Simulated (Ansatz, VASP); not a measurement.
## Si3O2: VASP beside Ansatz

```
CELL_PARAMETERS angstrom
3.49741 0.00000 0.00000
0.00000 3.49741 0.00000
0.00000 0.00000 5.70729
ATOMIC_POSITIONS crystal
Si 0.00000 0.00000 0.78076
Si 0.00000 0.00000 0.21924
Si 0.50000 0.50000 0.50000
O 0.00000 0.50000 0.19570
O 0.50000 0.00000 0.80430
```

Alike in both runs: functional PBE; k mesh 6 × 6 × 4; occupations gaussian, width 0.1 eV; no spin polarisation.

Ansatz relaxed the structure, and its values are those at the end. VASP's run is a single point on that final structure, the one shown.

|  | VASP | Ansatz |
| --- | --- | --- |
| version | VASP 6.6.1 | Ansatz 0.2.0 |
| potentials or method | VASP PAW PBE potentials, release 64 (Si, O) | scalar-relativistic, plane waves, PAW |
| plane-wave cutoff (eV) | 520 | 420 |
| valence electrons in the cell | 24 | 24 |

Ansatz gave:

* gap on the k mesh at the Fermi level (eV): none
* pressure (GPa): 0.3
* rms of the force components (eV/Å): 0.013

**Question.** Which values does VASP return?

**Answer.** gap on the k mesh at the Fermi level (eV): none; pressure (GPa): 0.4; rms of the force components (eV/Å): 0.012.

A gap of «none» marks a metal or a gap that the smearing closes.
